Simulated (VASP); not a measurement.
The system is Te.

```
Te
1.0
     4.23410   -2.37120    0.00000
     4.23410    2.37120    0.00000
    -0.13045    0.00000    3.95735
Te
3
Direct
  0.32400 0.32400 0.32500
  0.67600 0.67600 0.67500
  0.00000 0.00000 0.00000
```

This isn't the form of Te at room conditions, which is trigonal, of chains.

- Program: VASP 6.6.1
- Task: relaxation of cell and atoms
- Functional: PBE
- Potentials or basis: VASP PAW PBE potentials, release 64 (Te)
- Cutoff: 520 eV
- k mesh: 8 × 8 × 9
- Occupations: gaussian, width 0.1 eV
- Spin: no spin polarisation

At the start: pressure 9.3 GPa; volume 26.49 Å³/atom.

Question: How do energy, volume and symmetry change on relaxing?

Answer: Over 75 steps the energy falls by 207.3 meV/atom and the volume is 34.26 Å³/atom (+29.4 %); space group C2/m (No. 12, to 0.05 Å).

Step by step:
```
step  energy change (eV)  largest force (eV/Å)  pressure (GPa)  volume (Å³)
   1              0.0000                0.5074            9.32        79.46
   3             -0.2976                0.1597           -0.18        90.71
   5             -0.4739                0.0700            0.44        93.94
   7             -0.4792                0.0684           -2.89       104.76
   9             -0.5503                0.0543            0.12        97.81
  11             -0.5562                0.0089            0.16        97.77
  13             -0.5560                0.0239           -0.47        99.09
  15             -0.5576                0.0142           -0.05        98.23
  17             -0.5582                0.0242            0.00        98.17
  19             -0.5585                0.0213            0.02        98.13
  21             -0.5586                0.0125           -0.08        98.30
  23             -0.5587                0.0133            0.01        98.15
  25             -0.5588                0.0184           -0.01        98.21
  27             -0.5592                0.0445           -0.09        98.47
  29             -0.5594                0.0787           -0.15        98.82
  31             -0.5594                0.0794           -0.15        98.83
  33             -0.5595                0.0820           -0.15        98.85
  35             -0.5597                0.0924           -0.14        98.95
  37             -0.5606                0.1398           -0.03        99.34
  39             -0.5686                0.3104            1.29       100.81
  41             -0.5704                0.2644            0.92       100.52
  43             -0.5706                0.2770            1.02       100.64
  45             -0.5708                0.2816            1.06       100.69
  47             -0.5723                0.2812            1.05       100.79
  49             -0.5784                0.2770            1.07       101.21
  51             -0.5962                0.2189            1.14       102.85
  53             -0.5974                0.2210            1.20       103.39
  55             -0.6115                0.1122            0.33       104.80
  57             -0.6142                0.0522           -0.24       105.80
  59             -0.6162                0.0420           -0.11       105.29
  61             -0.6164                0.0746           -0.03       105.03
  63             -0.6190                0.0541            0.05       104.29
  65             -0.6196                0.0405            0.14       103.69
  67             -0.6201                0.0092           -0.13       104.00
  69             -0.6211                0.0312           -0.09       103.22
  71             -0.6215                0.0261            0.04       102.73
  73             -0.6216                0.0191           -0.05       102.88
  75             -0.6218                0.0015           -0.02       102.79
```

Final structure:
```
Te
1.0
     3.99558   -2.15259    0.06311
     3.99558    2.15259    0.06311
    -0.15799    0.00000    5.97320
Te
3
Direct
  0.37151 0.37151 0.33003
  0.62849 0.62849 0.66997
  0.00000 0.00000 0.00000
```

Caveat: the volume moved by over 15 % at a fixed basis, so the end points are rough; the volume moved by +29 % from the deposited cell, more than functionals usually miss.
